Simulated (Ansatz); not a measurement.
**How the gap and the level of V_N in AlN (P6_3mc) follow the exchange fraction**

Question: how much does the share of exact exchange change the (+1/0) level of V_N in AlN (P6_3mc), and what does each choice cost? Model: a cell of 128 host atoms with 1 N taken out.

Method: plane-wave PAW DFT; relaxations with PBEsol, then single points with PBEsol and PBE0 form with several shares of exact exchange, on supercells at fixed charge in a uniform background, in Ansatz 0.2.0.

### Step 1. Starting point

The cell holds 127 atoms: 64 Al and 63 N. Cell: a = 14.686 Å, b = 14.686 Å, c = 11.753 Å, α = 125.1°, β = 125.1°, γ = 94.5°. It derives from AlN (space group P6_3mc). Nearest the centre at fractional (0.554, 0.637, 0.750): Al102 at 1.89 Å, Al55 at 1.89 Å, Al117 at 1.89 Å, Al51 at 1.90 Å, N112 at 3.07 Å, N124 at 3.07 Å, N109 at 3.07 Å, N32 at 3.07 Å. The cell carries charge +1.

Known beforehand: the electronic dielectric constant, (4.50, 4.50, 4.73), and the static one, (8.20, 8.20, 9.74), computed on the host (DFPT, PBEsol).

The cell's shortest repeat is 11.8 Å.

### Step 2. Relaxing both charge states, PBEsol

The study needs fixed structures, so each charge is relaxed once, at one point at (¼, ¼, ¼), from small random displacements that break the symmetry of the site.

Contents of qp1.relax/input.yaml:

```yaml
crystal:
  lattice:
    - [-4.67041106, 2.69646303, 4.9836768]
    - [4.67041106, -2.69646303, 4.9836768]
    - [1.55680365, 2.69646308, -4.9836768]
  atoms:
    - { symbol: Al, position: [0.416184, 0.08285, 0.0] }
    - { symbol: Al, position: [0.416184, 0.58285, 0.5] }
    - { symbol: Al, position: [0.916184, 0.08285, 0.5] }
    - { symbol: Al, position: [0.916184, 0.58285, 0.0] }
    - { symbol: Al, position: [0.33285, 0.166184, 0.5] }
    - { symbol: Al, position: [0.33285, 0.666184, 0.0] }
    - { symbol: Al, position: [0.83285, 0.166184, 0.0] }
    - { symbol: Al, position: [0.83285, 0.666184, 0.5] }
    - { symbol: "N", position: [0.10715, 0.273816, 0.5] }
    - { symbol: "N", position: [0.10715, 0.773816, 0.0] }
    - { symbol: "N", position: [0.60715, 0.273816, 0.0] }
    - { symbol: "N", position: [0.60715, 0.773816, 0.5] }
    - { symbol: "N", position: [0.023816, 0.35715, 0.0] }
    - { symbol: "N", position: [0.023816, 0.85715, 0.5] }
    - { symbol: "N", position: [0.523816, 0.35715, 0.5] }
    - { symbol: "N", position: [0.523816, 0.85715, 0.0] }
  supercell: [2, 2, 2]
  defects: [{ vacancy: 120 }]
total_charge: 1
basis:
  ecutwfc: 420
  xc_grid: 2
hamiltonian:
  xc: pbesol
  pseudopotentials: { kind: paw, azcp: { folder: soft_1 }, xc_functional: pbe }
kpoints:
  mp_grid: { grid: [1, 1, 1], shift: [0.25, 0.25, 0.25] }
scf:
  occupations: { method: fixed }
  max_iter: 80
output:
  forces: true
  charged_corrections:
    epsilon: [4.5, 4.5, 4.73]
    static_epsilon: [8.2, 8.2, 9.74]
    defect_position: [0.553575, 0.636908, 0.75]
relax:
  f_tol: 0.015
  max_steps: 60
  random_displacement: { amplitude: 0.04, seed: 1923 }
checkpoint:
  write: "../qp1.relax.run"
  compress: false
  write_wavefunctions: true
  write_every: 100000
```

Launch:

```sh
ansatz run input.yaml --threads 32 --pin off --max-ram 84787MiB --backend cuda --events-out ev --progress --plain --runs-dir out --max-vram 78GiB
```

Numbers of over 12 decimals in the logs are rounded to 6 here.

The program printed:

```text
[... repeated set-up lines and file paths are left out, and long positions are rounded to six places ...]
Engine: ansatz 0.2.0, aarch64-unknown-linux-gnu
Pseudopotentials: kind: paw
Pseudopotential: Al, paw, valence charge 3, recommended cutoff 420 eV (normal), soft_1/Al.paw.azcp
Pseudopotential: N, paw, valence charge 5, recommended cutoff 420 eV (normal), soft_1/N.paw.azcp
Functional definition: PBEsol
  exchange = pbesol_x
  correlation = pbesol_c
[...]
Crystal: 127 atoms, lattice volume = 1338.931 Å³
Basis set: ecut = 420 eV, 26161 PW (Γ), exchange–correlation on 200×200×160 points (8 copies of the dense FFT grid, shifted against one another)
Bands: 380, of which v1, the nominal top of the filled ones, is band 253 counted from 1 (252 counted from 0)
Symmetry: 1 space group operations
k-points: 1
Non-local potential: Al, projectors of the file, l = 0: 2, l = 1: 2, l = 2: 1
Non-local potential: N, projectors of the file, l = 0: 2, l = 1: 2, l = 2: 1
PAW form: soft (Blöchl's): semilocal exchange-correlation on the pseudo side does not see the compensation charge
PAW frozen core: Al, regenerated for the run's functional, and the local potential with it (the file was generated under x = pbe(κ = 0.804, μ = 0.219515), c = pbe(β = 0.066725))
PAW frozen core: N, regenerated for the run's functional, and the local potential with it (the file was generated under x = pbe(κ = 0.804, μ = 0.219515), c = pbe(β = 0.066725))
PAW one-centre angular grid: Al, 110 points (default); XC on 64 Gauss nodes
PAW one-centre angular grid: N, 110 points (default); XC on 64 Gauss nodes
Initial density: superposition of atomic densities (chi_scale 0.1, normalization cell, long waves kept (reshape's long-wave potential 0.20 eV rms))
Initial wavefunctions: pseudopotential atomic-orbital guess
[...]
Functional: x = pbesol(κ = 0.804, μ = 0.123457), c = pbesol(β = 0.046)
SCF iter   1: F=—  HF=-57694.300349 eV  |Δ(HF+E_count)|=         —  Δρ=1.32e-1  dr2=2.88e2  Hψ=1186
preconditioner: auto → Resta (q_TF=auto, 2.320 Å⁻¹)  ε∞=3.6  [insulator: Δε(μ)=3.813 eV  Ē_g=14.131 eV  n_scr=288 (ndim 8)  ℏωp=22.8 eV  f_vac=0.000  ε∞_Penn≈3.6]
SCF iter   2: F=—  HF=-57610.029319 eV  |Δ(HF+E_count)|=    8.43e1  Δρ=4.52e-2  dr2=1.51e1  Hψ=827
[...]
SCF iter   9: F=-57605.537168 eV  HF=-57605.537168 eV  |Δ(HF+E_count)|=   2.35e-7  Δρ=4.56e-6  dr2=2.48e-7  Hψ=890
SCF 1 converged in 9 iterations: F = -57605.537168 eV  dr2 = 2.48e-7
[...]
relax step   1: F+E_penalty+E_count = -57605.53716794 eV  Δ(F+E_penalty+E_count) = +0.000e0 eV  max|allowed force component| = 1.755e0 eV/Å  Δτ_max = 0.0000 Å  (9 SCF iters, dr2 threshold 5.63e-6 eV, accepted)
[...]
relax step   2: F+E_penalty+E_count = -57607.23470973 eV  Δ(F+E_penalty+E_count) = -1.698e0 eV  max|allowed force component| = 9.107e-1 eV/Å  Δτ_max = 0.0842 Å  (6 SCF iters, dr2 threshold 1.00e-4 eV, accepted)
[...]
relax step   4: F+E_penalty+E_count = -57607.93932502 eV  Δ(F+E_penalty+E_count) = -2.979e-3 eV  max|allowed force component| = 1.965e-2 eV/Å  Δτ_max = 0.0096 Å  (5 SCF iters, dr2 threshold 6.30e-7 eV, accepted)
[...]
relax step   5: F+E_penalty+E_count = -57607.93948903 eV  Δ(F+E_penalty+E_count) = -1.640e-4 eV  max|allowed force component| = 5.420e-3 eV/Å  Δτ_max = 0.0033 Å  (5 SCF iters, accepted)
[...]
NSCF: frozen V_eff on 1 k-points
[...]
SCF converged after 5 iterations
Free energy (F): -57607.939489 eV
Harris-Foulkes:  -57607.939489 eV  (|F-HF|=8.67e-9)
Internal energy: -57607.939489 eV  (E = F + TS)
E sigma→0 (E₀):  -57607.939489 eV
Fermi energy:    7.272223 eV
--- Per-component energies (eV) ---
  E_band       = 876.264018
  E_kinetic    = 9830.297319
  E_local      = -13474.335658  (includes V_loc(G=0)·N_el)
  E_nonlocal   = 2833.241116
  E_hartree    = 4966.113713
  E_xc         = -6199.357396
  E_vxc        = -6724.103072  (∫ρ·V_xc dr)
  E_paw        = -37018.013242  (= ΣΔE_a)
  E_vpaw       = -1521.114447  (= ΣTr[D̂ρ^β])
  E_aug_tail   = 0.052810  (compensation charges beyond the density's cutoff)
  E_ewald      = -18548.933276
  E_core_change = 2.995125  (= ΣΔE_core)
  E_smearing   = -0.000000  (= −TS)
  E_closure    = 0.000000  (closes the sum)
  E_deformation_potential = 17.062512  (in the stress; not in F)
  Σ components = -57607.939489   (vs F -57607.939489, Δ=0.00e0)
--- Forces (eV/Å), atoms counted from 1 ---
  atom   1  Al     0.00253721     0.00213044     0.00070797
  atom   2  Al     0.00095006    -0.00035327    -0.00122335
  [... 4 atoms left out ...]
  [... 121 more lines of this table ...]
  max |Σ_I F_I| component: 6.60e-5 eV/Å
--- Charged-cell corrections in eV (Makov–Payne, q = +1.000 e, ε = [8.200, 8.200, 9.740]) ---
  F (periodic)     = -57607.939489  (uncorrected; the corrections below are reported, never added to it)
  E_corr1          = +0.216357  (monopole, q²α_M/2ε̄L, of the cell on which ε is isotropic)
  F Makov-Payne    = -57607.723132  (F + E_corr1; no measured alignment; for a localised charge, not one spread in a band: unchecked)
  no potential alignment in this run, which stands beside a crystal: run the host's input off ansatz write-host-input, and read the two finished runs by ansatz place-levels (neither reads a slab, a wire or a sheet, whose cell leaves a vacuum)
--- Band table (eV) ---
  k-point 0: bands = ["-7.9041", "-7.8779", "-7.5408", "-7.5061", "-7.4655", "-7.4276", "-7.1181", "-7.0920", "-6.8948", "-6.8906", [... rest cut ...]
--- Relaxed structure (5 steps of the walk, 5 accepted, 0 SCFs on fresh bases) ---
  F+E_penalty+E_count = -57607.93948903 eV   max|allowed force component| = 5.420e-3 eV/Å
  atoms:
    - { symbol: Al, position: [0.208068, 0.041312, -0.000364] }
    - { symbol: Al, position: [0.207586, 0.290393, 0.248690] }
    [... 4 atoms left out ...]
  [... 121 more lines of this table ...]
```

The job ended after 4.9 s (1 × NVIDIA GB200 with 32 threads of Arm Neoverse V2, shared host; peak memory 1.7 GiB).

Relaxation path:

| step | energy less that of the first step (eV) | largest force component (eV/Å) |
| --- | --- | --- |
| 1 | 0.0000 | 1.7553 |
| 2 | -1.6975 | 0.9107 |
| 3 | -2.3992 | 0.1004 |
| 4 | -2.4022 | 0.0197 |
| 5 | -2.4023 | 0.0054 |

The atoms that moved most (Å, from the sites as typed, ahead of the random displacement, the mean shift of all atoms taken out):

| atom | dx | dy | dz | length |
| --- | --- | --- | --- | --- |
| Al51 | 0.001 | 0.000 | -0.084 | 0.084 |
| Al117 | -0.037 | 0.021 | 0.005 | 0.043 |
| Al55 | 0.001 | -0.041 | 0.008 | 0.042 |
| Al102 | 0.036 | 0.020 | 0.008 | 0.042 |
| N126 | 0.009 | -0.005 | -0.017 | 0.020 |
| N112 | -0.010 | -0.005 | -0.013 | 0.017 |
| N94 | 0.000 | 0.001 | 0.017 | 0.017 |
| N124 | 0.000 | 0.011 | -0.013 | 0.017 |

The atoms nearest to the centre after the run:

| atom | distance (Å) |
| --- | --- |
| Al117 | 1.933 |
| Al55 | 1.934 |
| Al102 | 1.935 |
| Al51 | 1.986 |
| N126 | 3.053 |
| N124 | 3.057 |
| N94 | 3.057 |
| N112 | 3.057 |
| N32 | 3.060 |
| N109 | 3.061 |
| Al114 | 3.093 |
| N90 | 3.102 |
| N107 | 3.103 |
| N12 | 3.103 |
| N108 | 3.105 |
| N59 | 3.105 |

| charge | moment set (μB) | steps | largest displacement (Å) | time |
| --- | --- | --- | --- | --- |
| 0 | 1 | 12 | 0.11 | 16 s |
| +1 | 0 | 5 | 0.08 | 4.9 s |

The relaxation ends 19 meV an atom lower than the displaced start, with a largest force component of 0.0054 eV/Å.

### Step 3. First setting: 0 (PBEsol)

Exact exchange opens the gap of the host. A level of a localised state need not follow either band edge, so its distance to each edge changes. The single points sample the zone centre alone.

Contents of qp1.a0/input.yaml:

```yaml
crystal:
  checkpoint: "../qp1.relax.run"
  host: checkpoint
total_charge: 1
basis:
  ecutwfc: 420
  xc_grid: 2
hamiltonian:
  xc: pbesol
  pseudopotentials: { kind: paw, azcp: { folder: soft_1 }, xc_functional: pbe }
kpoints:
  mp_grid: { grid: [1, 1, 1] }
scf:
  occupations: { method: fixed }
  max_iter: 80
output:
  forces: true
  charged_corrections:
    epsilon: [4.5, 4.5, 4.73]
    static_epsilon: [8.2, 8.2, 9.74]
    defect_position: [0.553575, 0.636908, 0.75]
  eigenvalues: true
  eigenstates: { localisation: true }
checkpoint:
  read: "../qp1.relax.run"
  write: "../qp1.a0.run"
  compress: false
  write_wavefunctions: false
  write_every: 100000
```

The program printed:

```text
[...]
crystal.checkpoint: the structure is that of <dir>, a `relax` run, at its step 5: its result, under pbesol at a charge of 1 e; 127 atoms read, 0 with a starting moment; crystal.structure_sha256 for this input is
[...]
device memory: the entry about to start is reckoned to put 4.3 GiB on a device that reports 182.5 GiB free (of which the cap on the GPU budget leaves the run 78.0 GiB)
GPU FFT provider: cuFFT
GPU libraries: cuBLAS 13.8.1, cuFFT 12.4.0, cuSOLVER 12.3.2
GPU matrix products: emulated (plane waves: as basis.precision tells), large ones in fixed point in workspaces of 1.00 GiB
Crystal: 127 atoms, lattice volume = 1338.931 Å³
Basis set: ecut = 420 eV, 26161 PW (Γ), exchange–correlation on 200×200×160 points (8 copies of the dense FFT grid, shifted against one another)
Bands: 380, of which v1, the nominal top of the filled ones, is band 253 counted from 1 (252 counted from 0)
Symmetry: 1 space group operations
[...]
k-points: 1
[...]
GPU buffer pool allocated for 800000 grid points (all kernels)
GPU transforms: local potential and band sums: pruned to the plane-wave sphere, on 100×100×80
[...]
iter 1 solved again at ethr=5.20e-6 eV; its pass at ethr=3.10e-3 eV (dr2=2.63e-2 eV) is discarded
[...]
SCF iter   7: F=-57606.791940 eV  HF=-57606.791940 eV  |Δ(HF+E_count)|=   1.10e-8  Δρ=1.57e-6  dr2=3.46e-8  Hψ=2609
SCF 1 converged in 7 iterations: F = -57606.791940 eV  dr2 = 3.46e-8
[...]
SCF converged after 7 iterations
Free energy (F): -57606.791940 eV
[...]
Internal energy: -57606.791940 eV  (E = F + TS)
E sigma→0 (E₀):  -57606.791940 eV
Fermi energy:    7.106031 eV
[...]
--- Forces (eV/Å), atoms counted from 1 ---
  atom   1  Al    -0.01642968     0.01012341    -0.01586669
  atom   2  Al    -0.01367904     0.00995534    -0.01786196
  [... 4 atoms left out ...]
  [... 121 more lines of this table ...]
  max |Σ_I F_I| component: 1.58e-5 eV/Å
[...]
F Makov-Payne    = n/a  (the rows are of the electrons' constant alone; ansatz place-levels tells what screens the charge)
[...]
--- Band table (eV) ---
[...]
```

Run time: 1.6 s. Hardware: 1 × NVIDIA GB200 with 32 threads; peak memory 1.4 GiB.

In the SCF lines HF is the Harris–Foulkes energy and dr2 the Hartree energy of the density residual, in eV; the loop may stop once dr2 is under the threshold and the program's other checks hold. Hψ counts applications of the Hamiltonian.

Both charges and the host at this setting go to place-levels, which corrects for the image charge and aligns the potentials.

Contents of levels.a0.yaml:

```yaml
host:
  run: host.a0.run
states: [q0_M1.a0.run, qp1.a0.run]
geometry_from:
  q0_M1.a0.run: q0_M1.relax.run
  qp1.a0.run: qp1.relax.run
  host.a0.run: host.relax.run
chemical_potentials:
  "N":
    energy: -378.476431
    dataset: "<sha256 of the dataset>"
```

Launch:

```sh
ansatz place-levels levels.a0.yaml -- --threads 32 --pin off --max-ram 84787MiB --backend cuda --max-vram 78GiB
```

The program printed:

```text
(+1/0) 3.369 eV above the valence edge, 0.722 eV under the conduction edge
formation energy of charge +1: +2.466 eV with the Fermi level at the valence edge
formation energy of charge 0: +5.835 eV with the Fermi level at the valence edge
  edges by pbesol, gap 4.091 eV; the host is sampled to repeats of 11.75 Å
  the defect's cells are sampled to repeats of 11.75 Å, like sampling
  charge +1: -57606.6444 eV with its correction of +0.148 eV, at epsilon [8.2, 8.2, 9.74], aligned at sites: -0.0689 eV, mean over 48 atomic sites at or beyond 5.88 Å from the defect at [0.5536, 0.6369, 0.7500], with +0.001010 for the charge's moments and [...]
  charge 0: +0.000 eV for its dipole among its images, +0.000 omitted
  of states[1] (qp1.a0.run): how wide its charge is, is not read beside other atoms or cores, and a band state would take no correction. [...]
  of states[0] (q0_M1.a0.run): its only k-point is the zone centre, where a defect's energies can be off by tenths of an eV or more: see "From the zone centre to a mesh" in the quickstart
```

It took 0.16 s on 32 threads.

At this setting the gap is 4.091 eV and (+1/0) lies 3.369 eV above the valence top.

### Step 4. The other settings

From the second setting on only the share changes; the first is PBEsol, whose semilocal part differs from that of the hybrids. The next input; the others follow the same pattern (0.2, 0.25, 0.3 and 0.4):

qp1.a10/input.yaml, as its differences from qp1.a0/input.yaml of step 3:

```diff
@@ -8,4 +8,4 @@
 hamiltonian:
-  xc: pbesol
-  pseudopotentials: { kind: paw, azcp: { folder: soft_1 }, xc_functional: pbe }
+  xc: { preset: pbe0, exx: 0.1 }
+  pseudopotentials: { kind: paw, azcp: { folder: soft_1 } }
 kpoints:
@@ -25,3 +25,3 @@
   read: "../qp1.relax.run"
-  write: "../qp1.a0.run"
+  write: "../qp1.a10.run"
   compress: false
```

### Step 5. Result against cost

Times of the states on 1 × NVIDIA GB200 with 32 threads of Arm Neoverse V2, shared host; the host is run again at each setting:

| share of exact exchange | gap (eV) | (+1/0) above the valence top (eV) | under the conduction bottom (eV) | time, both charge states | time, host and placing | peak memory of a state (GiB) |
| --- | --- | --- | --- | --- | --- | --- |
| 0 (PBEsol) | 4.091 | 3.369 | 0.722 | 6.3 s | 2 s | 1.7 |
| 0.1 | 5.012 | 3.857 | 1.154 | 33 s | 90 s | 2.2 |
| 0.2 | 5.866 | 4.392 | 1.473 | 43 s | 2 min | 2.3 |
| 0.25 | 6.298 | 4.662 | 1.636 | 39 s | 92 s | 2.3 |
| 0.3 | 6.733 | 4.933 | 1.800 | 36 s | 1.7 min | 2.3 |
| 0.4 | 7.613 | 5.479 | 2.134 | 39 s | 2.1 min | 2.8 |

### Step 6. Results

| Quantity | Value |
| --- | --- |
| (plus 1/0) level, 0 (PBEsol) | 3.37 eV |
| (plus 1/0) level, 0.1 | 3.86 eV |
| (plus 1/0) level, 0.2 | 4.39 eV |
| (plus 1/0) level, 0.25 | 4.66 eV |
| (plus 1/0) level, 0.3 | 4.93 eV |
| (plus 1/0) level, 0.4 | 5.48 eV |
| slope of the gap among the hybrids | 0.87 eV per 0.1 of exact exchange |

**Reading.** From a share of 0 (PBEsol) to 0.4 the gap opens from 4.09 to 7.61 eV and (+1/0) moves from 3.37 to 5.48 eV above the valence top. Among the hybrids, by fitted slopes, the level takes 62 % of the gap's opening, between the two edges, as a localised state does. The atoms were held at the semilocal structure, so a distortion that exact exchange would bring is missing. The program warns that hybrid band edges depend on the exchange mesh, which was not varied here; the gaps and slopes may carry that error. Only the charges 0 and +1 were run, each from one start, so (+1/0) need not be a change between stable states. Keep in mind: sampling at the zone centre alone can move energies of charged and open-shell states by tenths of an eV or more in cells of this size; the structures are those of PBEsol; force components of up to 0.38 eV/Å remain in a run at the final settings.

[Logs are printed without paths, hosts, clocks, repeated set-up lines and the standing remarks that a program may print on its own settings, such as how far it seeks lower states.]

[Hosts, paths, dates, database ids (printed as entryN), source tags and the programs' standing remarks are cut or masked in the printed files.]

[Where a table of states has a column of steps, it counts the stored structures, which are thinned; the runs took as many ionic steps or more.]

[For some hosts the program warned that the k-mesh of the response run may be too coarse for force constants and the static dielectric constant; such warnings are not shown here.]
